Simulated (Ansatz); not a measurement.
# Glassy Al2O3 (180 atoms): where an added charge goes, part 4 of 4

Does an extra electron or hole in glassy Al2O3 (180 atoms) stay spread out, or do the atoms trap it?

Ansatz 0.2.0; Kohn-Sham DFT, PBE, PAW (set soft_1), plane waves.

The cell: 72 Al and 108 O. The quench rate of 20 K/ps is many orders above laboratory rates. The network of bonds at the start is that of the classical potential that made the cell. Sampling is at Γ alone, for a cell whose shortest periodic width is 13 Å.

So far. Step 7 (An extra electron, levels at the relaxed geometry): An extra electron, levels at the relaxed geometry: the energy stands 8.54 eV above that of the reference. An odd electron should give 1 μB; this run ended with the carrier shared between both spins. Step 8 (Neutral at the geometry of the electron): Neutral at the geometry of the electron: the energy stands 0.00153 eV above that of the reference.

### 9. An extra hole, atoms held

The electron count changes by one with the atoms held: a vertical process, on a uniform background, with spin and a narrow Fermi–Dirac smearing. Its energy against the neutral cell hangs on the program's zero of potential.

input.yaml reads:

```yaml
crystal:
  lattice:
    - [12.5958, 0.0, 0.0]
    - [0.0, 12.5958, 0.0]
    - [0.0, 0.0, 12.5958]
  atoms:
    [... the 180 atom lines of step 4 ...]
total_charge: 1
kpoints:
  mp_grid: { grid: [1, 1, 1] }
hamiltonian:
  xc: pbe
  pseudopotentials: { kind: paw, azcp: { folder: soft_1 } }
scf:
  occupations: { method: fermi_dirac, width: 0.01 }
  lower_state_search: "off"
output:
  forces: true
  stress: true
  populations: intrinsic
  dos:
    method: { smearing: { sigma: 0.1 } }
    de: 0.1
    projected: { site_lists: { Al: [Al], O: [O] } }
  eigenvalues: true
  write_density: true
  write_potential: true
  volumetric_format: npy
magnetization:
  spin_polarized: true
  initial_magnetization: 1
```

Command:

```bash
$ ansatz run input.yaml --threads 4 --pin off --max-ram 15872MiB --backend cpu --events-out ev --progress --plain --runs-dir out
```

Numbers of over 12 decimals in the logs are rounded to 6 here.

The program printed:

```text
[...]
Crystal: 180 atoms, lattice volume = 1998.376 Å³
Basis set: ecut = 420 eV, 39127 PW (Γ), exchange–correlation on 180×180×180 points (8 copies of the dense FFT grid, shifted against one another)
Bands: 612, of which v1, the nominal top of the filled ones, is band 432 counted from 1 (431 counted from 0)
Symmetry: 1 space group operations
[...]
k-points: 1
[...]
Starting moments: Σ|m| = 1 μB on 180 of 180 sites
[...]
SCF iter   1: F=—  HF=-100328.399853 eV  |F-HF|=—  |Δ(HF+E_count)|=         —  Δρ=6.53e-2 (↑6.53e-2 ↓6.50e-2)  dr2=3.46e2  dr2_m=1.88e-1  M=1.000 μB ∫|m|=1.022 μB  β_m=1.00  ethr=3.10e-3  ⟨swp⟩=6.0  Hψ=5256  notcnv=0  defer=80
[...]
SCF iter   4: F=—  HF=-100234.754026 eV  |F-HF|=—  |Δ(HF+E_count)|=    6.21e0  Δρ=1.61e-2 (↑1.19e-2 ↓1.61e-2)  dr2=1.24e1  dr2_m=4.58e-1  M=0.961 μB ∫|m|=1.094 μB  β_m=0.30  ethr=3.10e-3  ⟨swp⟩=2.0  Hψ=1548  notcnv=0  defer=346
[...]
SCF iter  12: F=—  HF=-100234.274221 eV  |F-HF|=—  |Δ(HF+E_count)|=   5.87e-3  Δρ=4.10e-3 (↑1.41e-3 ↓4.10e-3)  dr2=8.58e-1  dr2_m=6.17e-2  M=0.998 μB ∫|m|=1.089 μB  β_m=0.30  ethr=1.15e-4  ⟨swp⟩=1.5  Hψ=1477  notcnv=0  defer=346
[...]
SCF iter  15: F=—  HF=-100234.266759 eV  |F-HF|=—  |Δ(HF+E_count)|=   8.83e-3  Δρ=3.45e-3 (↑9.67e-4 ↓3.45e-3)  dr2=6.84e-1  dr2_m=4.36e-2  M=0.999 μB ∫|m|=1.095 μB  β_m=0.10  ethr=7.76e-5  ⟨swp⟩=3.0  Hψ=923  notcnv=0  defer=346
[...]
SCF iter  37: F=-100234.261436 eV  HF=-100234.261436 eV  |F-HF|=7.14e-9  |Δ(HF+E_count)|=  7.86e-10  Δρ=5.80e-7 (↑2.41e-7 ↓5.80e-7)  dr2=1.46e-8  dr2_m=1.42e-9  M=0.999 μB ∫|m|=1.093 μB  β_m=0.17  ethr=6.03e-12  ⟨swp⟩=5.0  Hψ=4970  notcnv=0
SCF iter  38: F=-100234.261436 eV  HF=-100234.261436 eV  |F-HF|=1.41e-9  |Δ(HF+E_count)|=   1.69e-9  Δρ=3.19e-7 (↑1.67e-7 ↓3.19e-7)  dr2=4.50e-9  dr2_m=4.66e-10  M=0.999 μB ∫|m|=1.093 μB  ethr=1.70e-12  ⟨swp⟩=5.0  Hψ=4536  notcnv=0
SCF 1 converged in 38 iterations: F = -100234.261436 eV  dr2 = 4.50e-9
[...]
SCF converged after 38 iterations
Magnetization: 0.9989 μB (431.9995 up, 431.0005 down)
Absolute magnetization: 1.0939 μB (∫|ρ↑−ρ↓|, with the PAW one-centre terms)
[...]
Per-site moments (μB) at R_I (Å): [(-4.14162047822023e-5, 0.726348), (-2.029955170724989e-6, 0.731091), (-4.956084932815315e-6, 0.727111), (-1.468334664717286e-5, 0.723739), (3.099037647870273e-5, 0.713905), [...]
Free energy (F): -100234.261436 eV
[...]
Internal energy: -100234.244388 eV  (E = F + TS)
E sigma→0 (E₀):  -100234.252912 eV
Entropy (-TS):   -0.017048 eV (-0.095 meV/atom)
Fermi energy:    4.831305 eV
[...]
Σ components = -100234.261436   (vs F -100234.261436, Δ=0.00e0)
--- Forces (eV/Å), atoms counted from 1 ---
  atom   1  Al    -0.14133353    -0.02384647     0.14704514
  atom   2  Al     0.01602116    -0.01835117    -0.05063102
  atom   3  Al    -0.02100418    -0.00388766     0.06752545
  atom   4  Al    -0.05439207    -0.03732408     0.05603928
[...]
atom 180  O     -0.10888468     0.06800291     0.05337660
  max |Σ_I F_I| component: 8.77e-5 eV/Å
--- Stress (GPa, compression-positive) ---
        2.576128      -0.740733       0.852965
       -0.740732       0.185810      -0.244294
        0.852964      -0.244300       0.245485
  P = ⅓ Tr σ = 1.0025 GPa (10.025 kbar)
--- Band table (eV) ---
[...]
--- intrinsic populations: 180 sites ---
  site symbol       q [e]    m [muB]
     0     Al      1.6181    -0.0006
     1     Al      1.6478    -0.0001
     2     Al      1.6590    -0.0001
[...]
179      O      6.9000     0.0007
  spilling = -0.000000 (of n_electrons = 863.000000)
```

The job ended after 4.2 min (4 threads of Arm Neoverse V1, shared host; peak memory 5.6 GiB; 17 min of CPU time).

An extra hole, atoms held: the energy stands 4.93 eV below that of the reference, with a moment of 1.00 μB.

The levels nearest the highest filled one (over half full), pooled over k-points and spins:

```csv
level less the highest filled one (eV),occupation
-0.0506,0.997
-0.043,0.993
-0.0165,0.91
0,0.66
0.009,0.441
3.76,0
3.77,0
5.25,0
```

Spin density in the ac plane at fractional y = 0.254, with atoms of Al and O within 0.2 Å of it.

Ten even steps from '0' (-0.07 × 1e-2 e/Å³) to '9' (9.76 × 1e-2 e/Å³), each cell a mean:
```
00000000000000000000000000000000000
00000000000000000000000000000000000
00000000000000000000000000000000000
00000000000000000000000000000000000
00000000000000000000000000000000000
00000000000000000000000000000000000
00000000000100000000000000000000000
00000000000000000000000000000000000
00000000000000000000000000000000000
00000000000000000000000000000000000
00000000000000000000000000000000000
00000000000000000000000000000000000
00000000000000000000000000000000000
00000000000000000000000000000000000
00000000000000000000000000000000000
00000000000000110000000000000000000
00000000000036520000000000000000000
00000000000159200000000000000000000
00000000000001000000000000000000000
00000000000000000000000000000000000
00000000000000000000000000000000000
00000000000000000000000000000000000
00000000000000000000000000000000000
00000000000000000000000000000000000
```
Columns run along a (12.6 Å), rows up along c (12.6 Å). Atoms in or near the plane, at fractional coordinates: Al at (0.43, 0.79), Al at (0.77, 0.00), Al at (0.31, 0.99), O at (0.78, 0.48), O at (0.20, 0.89), O at (0.56, 0.73), O at (0.63, 0.30), O at (0.77, 0.70), O at (0.39, 0.29), O at (0.12, 0.12).

### 10. An extra hole, atoms relaxed

The atoms now respond to the charge; the energy gained comes from screening by the atoms, from trapping if the charge localises, and from any strain left in the reference.

input.yaml, the sections that differ from step 9:

```yaml
output:
  forces: true
relax:
  f_tol: 0.05
  max_steps: 90
# crystal, total_charge, kpoints, hamiltonian, scf, magnetization: as in step 9
```

The program printed:

```text
[...]
Crystal: 180 atoms, lattice volume = 1998.376 Å³
Basis set: ecut = 420 eV, 39127 PW (Γ), exchange–correlation on 180×180×180 points (8 copies of the dense FFT grid, shifted against one another)
Bands: 612, of which v1, the nominal top of the filled ones, is band 432 counted from 1 (431 counted from 0)
Symmetry: 1 space group operations
[...]
k-points: 1
[...]
Starting moments: Σ|m| = 1 μB on 180 of 180 sites
[...]
SCF iter   1: F=—  HF=-100328.399853 eV  |F-HF|=—  |Δ(HF+E_count)|=         —  Δρ=6.53e-2 (↑6.53e-2 ↓6.50e-2)  dr2=3.46e2  dr2_m=1.88e-1  M=1.000 μB ∫|m|=1.022 μB  β_m=1.00  ethr=3.10e-3  ⟨swp⟩=6.0  Hψ=5256  notcnv=0  defer=80
[...]
SCF iter   4: F=—  HF=-100234.754058 eV  |F-HF|=—  |Δ(HF+E_count)|=    6.21e0  Δρ=1.61e-2 (↑1.19e-2 ↓1.61e-2)  dr2=1.24e1  dr2_m=4.58e-1  M=0.961 μB ∫|m|=1.094 μB  β_m=0.30  ethr=3.10e-3  ⟨swp⟩=2.0  Hψ=1548  notcnv=0  defer=346
[...]
SCF iter  12: F=—  HF=-100234.274232 eV  |F-HF|=—  |Δ(HF+E_count)|=   5.87e-3  Δρ=4.10e-3 (↑1.41e-3 ↓4.10e-3)  dr2=8.58e-1  dr2_m=6.17e-2  M=0.998 μB ∫|m|=1.089 μB  β_m=0.30  ethr=1.15e-4  ⟨swp⟩=1.5  Hψ=1477  notcnv=0  defer=346
[...]
SCF iter  15: F=—  HF=-100234.266756 eV  |F-HF|=—  |Δ(HF+E_count)|=   8.84e-3  Δρ=3.45e-3 (↑9.67e-4 ↓3.45e-3)  dr2=6.84e-1  dr2_m=4.36e-2  M=0.999 μB ∫|m|=1.095 μB  β_m=0.10  ethr=7.76e-5  ⟨swp⟩=3.0  Hψ=923  notcnv=0  defer=346
[...]
SCF iter  30: F=-100234.261395 eV  HF=-100234.261435 eV  |F-HF|=3.99e-5  |Δ(HF+E_count)|=   6.32e-7  Δρ=3.43e-5 (↑4.48e-6 ↓3.43e-5)  dr2=4.81e-5  dr2_m=5.00e-6  M=0.999 μB ∫|m|=1.093 μB  β_m=0.15  ethr=2.36e-9  ⟨swp⟩=1.0  Hψ=2464  notcnv=0
SCF iter  31: F=-100234.261435 eV  HF=-100234.261436 eV  |F-HF|=1.07e-6  |Δ(HF+E_count)|=   7.78e-7  Δρ=7.04e-6 (↑2.32e-6 ↓7.04e-6)  dr2=1.96e-6  dr2_m=2.10e-7  M=0.999 μB ∫|m|=1.093 μB  ethr=2.36e-9  ⟨swp⟩=1.0  Hψ=2110  notcnv=0
SCF 1 converged in 31 iterations: F = -100234.261435 eV  dr2 = 1.96e-6
[...]
relax step   1: F+E_penalty+E_count = -100234.26143461 eV  Δ(F+E_penalty+E_count) = +0.000e0 eV  max|allowed force component| = 6.049e-1 eV/Å  Δτ_max = 0.0000 Å  (31 SCF iters, dr2 threshold 6.25e-5 eV, accepted)
[...]
relax step   2: F+E_penalty+E_count = -100234.31328658 eV  Δ(F+E_penalty+E_count) = -5.185e-2 eV  max|allowed force component| = 4.286e-1 eV/Å  Δτ_max = 0.0228 Å  (19 SCF iters, dr2 threshold 2.29e-5 eV, accepted)
[...]
relax step   3: F+E_penalty+E_count = -100234.35684150 eV  Δ(F+E_penalty+E_count) = -4.355e-2 eV  max|allowed force component| = 7.903e-2 eV/Å  Δτ_max = 0.0397 Å  (18 SCF iters, dr2 threshold 1.15e-5 eV, accepted)
[...]
relax step   4: F+E_penalty+E_count = -100234.36540171 eV  Δ(F+E_penalty+E_count) = -8.560e-3 eV  max|allowed force component| = 6.559e-2 eV/Å  Δτ_max = 0.0234 Å  (18 SCF iters, accepted)
[...]
relax step   5: F+E_penalty+E_count = -100234.34899346 eV  Δ(F+E_penalty+E_count) = +1.641e-2 eV  max|allowed force component| = 2.110e-1 eV/Å  Δτ_max = 0.1069 Å  (34 SCF iters, rejected (line search))
[...]
relax step   6: F+E_penalty+E_count = -100234.38107194 eV  Δ(F+E_penalty+E_count) = -1.567e-2 eV  max|allowed force component| = 4.155e-2 eV/Å  Δτ_max = 0.0520 Å  (22 SCF iters, accepted)
SCF converged after 22 iterations
Magnetization: 0.9996 μB (431.9998 up, 431.0002 down)
Absolute magnetization: 1.1012 μB (∫|ρ↑−ρ↓|, with the PAW one-centre terms)
[...]
Per-site moments (μB) at R_I (Å): [(-3.258751007237885e-5, 0.725837), (-3.685529446488396e-7, 0.730843), (6.697584809624308e-7, 0.727126), (-1.1894558009841359e-5, 0.723437), (8.906385311642175e-6, 0.715647), [...]
Free energy (F): -100234.381072 eV
[...]
Internal energy: -100234.368152 eV  (E = F + TS)
E sigma→0 (E₀):  -100234.374612 eV
Entropy (-TS):   -0.012920 eV (-0.072 meV/atom)
Fermi energy:    4.992097 eV
[...]
Σ components = -100234.381072   (vs F -100234.381072, Δ=0.00e0)
--- Forces (eV/Å), atoms counted from 1 ---
  atom   1  Al    -0.00894805    -0.00127022     0.00261045
  atom   2  Al    -0.00201133    -0.00284941     0.00250724
  atom   3  Al     0.00557962    -0.00137675    -0.00481109
  atom   4  Al     0.01086721     0.00438328     0.01071007
[...]
atom 180  O      0.00700172     0.00085966    -0.00013420
  max |Σ_I F_I| component: 5.59e-5 eV/Å
--- Relaxed structure (6 steps of the walk, 5 accepted, 0 SCFs on fresh bases) ---
  F+E_penalty+E_count = -100234.38107194 eV   max|allowed force component| = 4.155e-2 eV/Å
  atoms:
    - { symbol: Al, position: [0.106161, 0.347631, 0.836844] }
    - { symbol: Al, position: [0.627918, 0.675857, 0.241045] }
    - { symbol: Al, position: [0.863654, 0.359585, 0.757326] }
    - { symbol: Al, position: [0.925713, 0.415105, 0.983539] }
[...]
- { symbol: O, position: [0.068936, 0.838235, 0.604599] }
```

It took 12 min on 4 threads; peak memory 5.5 GiB.

The relaxation converged after 6 steps, 0.120 eV below its start, with a largest force component of 0.042 eV/Å.

An extra hole, atoms relaxed: the energy stands 5.05 eV below that of the reference, with a moment of 1.00 μB.

### 11. An extra hole, levels at the relaxed geometry

A single point at the new geometry gives levels and spin density.

Input and log are left out; they have the form of those shown for this kind of step.

Wall time 3.7 min (4 threads of Arm Neoverse V1, shared host); peak memory 5.6 GiB; 15 min of CPU time.

An extra hole, levels at the relaxed geometry: the energy stands 5.05 eV below that of the reference, with a moment of 1.00 μB.

A closer look about O79, which holds the most spin: 12 atoms, nearest first, numbered in the order of the input, with positions taken from that point.

```
atom      x      y      z  distance (Å)  intrinsic-atomic-orbital charge (e)  moment (μB)
 O79   0.00   0.00   0.00          0.00                                -0.81         0.19
 Al7   1.21  -1.16   0.40          1.72                                 1.37         0.00
Al70  -1.64   0.55   0.06          1.73                                 1.35         0.00
O168   1.00  -0.98   2.20          2.60                                -0.86         0.06
O157  -0.87   1.76  -1.75          2.63                                -0.85         0.04
O117  -2.46  -0.46  -1.26          2.80                                -0.87         0.00
O180   2.67  -0.70  -0.53          2.82                                -0.90         0.00
 O76  -2.44  -0.44   1.40          2.85                                -0.88         0.01
O123  -1.90   2.27   0.54          3.01                                -0.88         0.00
O119   0.93  -2.88   0.17          3.03                                -0.90         0.00
Al20   0.93   2.13  -2.04          3.09                                 1.37         0.00
Al28   0.72   0.65   2.99          3.15                                 1.33         0.00
```

The distance from O79 to O168 changes most, from 2.70 Å in the neutral cell to 2.60 Å.

The levels nearest the highest filled one (over half full), pooled over k-points and spins:

| level less the highest filled one (eV) | occupation |
| --- | --- |
| -0.0894 | 1 |
| -0.0778 | 1 |
| -0.04 | 0.992 |
| 0 | 0.692 |
| 0.0158 | 0.317 |
| 3.60 | 0 |
| 3.60 | 0 |
| 5.08 | 0 |

Spin density in the ac plane at fractional y = 0.254, with atoms of Al and O within 0.2 Å of it.

Values in units of 1e-2 e/Å³, 13 rows by 16 columns, each cell a mean:
```
 0.0  0.0  0.0  0.0  0.0  0.0  0.1  0.3  0.0  0.0  0.0  0.0  0.0  0.0  0.0  0.0
 0.0  0.0  0.0  0.1  0.0  0.0  0.0  0.0  0.0  0.0  0.0  0.0  0.0  0.0  0.0  0.0
 0.0  0.0  0.0  0.0  0.0  0.0  0.0  0.0  0.0  0.0  0.0  0.0  0.0  0.0  0.0  0.0
 0.0  0.0  0.0  0.0  0.5  2.6  0.4  0.0  0.0  0.0  0.0  0.0  0.0  0.0  0.0  0.0
 0.0  0.0  0.0  0.0  0.0  0.1 -0.1  0.0  0.0  0.0  0.0  0.0  0.0  0.0  0.0  0.0
 0.0  0.0  0.0  0.0 -0.1  0.0  0.0  0.0  0.0  0.0  0.0  0.0  0.0  0.0  0.0  0.0
 0.0  0.0  0.0  0.0  0.0  0.0  0.0  0.0  0.0  0.0  0.0  0.0  0.2  0.0  0.0  0.0
 0.0  0.0  0.0  0.0  0.0  0.0  0.0  0.0  0.0  0.0  0.0  0.0  0.0  0.0  0.0  0.0
 0.0  0.0  0.0  0.0  0.0  0.2  1.5  0.3  0.0  0.0  0.0  0.0  0.0  0.0  0.0  0.0
 0.0  0.0  0.0  0.0  0.1  2.2  3.2  0.1  0.0  0.0  0.0  0.0  0.0  0.0  0.0  0.0
 0.0  0.0  0.0  0.0  0.0  0.1  0.1  0.0  0.0  0.0  0.0  0.0  0.0  0.0  0.0  0.0
 0.0  0.0  0.0  0.0  0.0  0.0  0.0  0.0  0.0  0.0  0.0  0.0  0.0  0.0  0.0  0.0
 0.0  0.0  0.0  0.0  0.0  0.0  0.0  0.0  0.0  0.0  0.0  0.0  0.0  0.0  0.0  0.0
```
Columns run along a (12.6 Å), rows up along c (12.6 Å). Atoms in or near the plane, at fractional coordinates: Al at (0.43, 0.79), Al at (0.77, 0.00), Al at (0.31, 0.99), O at (0.78, 0.48), O at (0.20, 0.89), O at (0.56, 0.73), O at (0.63, 0.30), O at (0.77, 0.70), O at (0.39, 0.29), O at (0.12, 0.11).

### 12. Neutral at the geometry of the hole

The neutral cell at the new geometry gives the energy of that geometry without the charge.

Input and log are left out; they have the form of those shown for this kind of step.

The job ended after 73 s (4 threads of Arm Neoverse V1, shared host; peak memory 3.1 GiB).

Neutral at the geometry of the hole: the energy stands 0.240 eV above that of the reference.

### 13. Energies and spread of the extra charge

Energies are differences within one cell and functional; the shift is the gain plus the neutral cell's energy at the new geometry, that is how much cheaper the vertical process becomes there. The spread is the participation number of the site moments (1/Σw², over the spin inside atomic spheres), with the atom that holds the largest share and the spin that the spheres hold in all.

```
 carrier  charged less neutral, atoms held (eV)  gain on relaxing (eV)  neutral cell at that geometry, less the reference (eV)  shift of the vertical energy (eV)       spread, atoms held         spread, relaxed
electron                                  8.548                  0.006                                                   0.002                              0.007                        -                       -
    hole                                 -4.932                  0.120                                                   0.240                              0.359  24; O79 11 % of 0.81 μB  9; O79 23 % of 0.82 μB
```

### 14. What came out

The extra electron gains 0.0058 eV as the atoms relax: so small a gain shows no trapping at this level. The cell with the electron keeps a moment of only 0.00 μB where one unpaired electron should give 1 μB: the carrier is shared between both spins, which can hide trapping. The extra hole gains 0.12 eV as the atoms relax, and its spin goes from about 24 to 9 atoms: a partial localisation as the atoms move, with the largest share on O79. The O79–O168 distance goes from 2.70 to 2.60 Å. The hole is shared among 2 partly filled levels, as near-degenerate levels under the smearing give, and as self-interaction favours. Adding the two vertical energies gives 3.62 eV, against a gap of 3.43 eV in the neutral cell. The zero of the potential cancels in this sum; the excess isn't taken apart here: charging of a small cell, filling of bands on a coarse mesh and the attraction to the background can all enter.

**Limits.** Single energies of charged cells hang on the program's zero of potential. In the spin-polarised runs the search for a state of lower energy was switched off. No distortion was seeded, so a trapped state behind a barrier can't be found. Local and semilocal functionals favour spread-out charges, so trapping can be missed. Charged cells carry a uniform background, with no correction for images.

The DFT runs together took 38 min of wall time.

[Logs are printed without paths, hosts, clocks, repeated set-up lines and the standing remarks that a program may print on its own settings, such as how far it seeks lower states.]

[Hosts, paths, dates, database ids (printed as entryN), source tags and the programs' standing remarks are cut or masked in the printed files.]
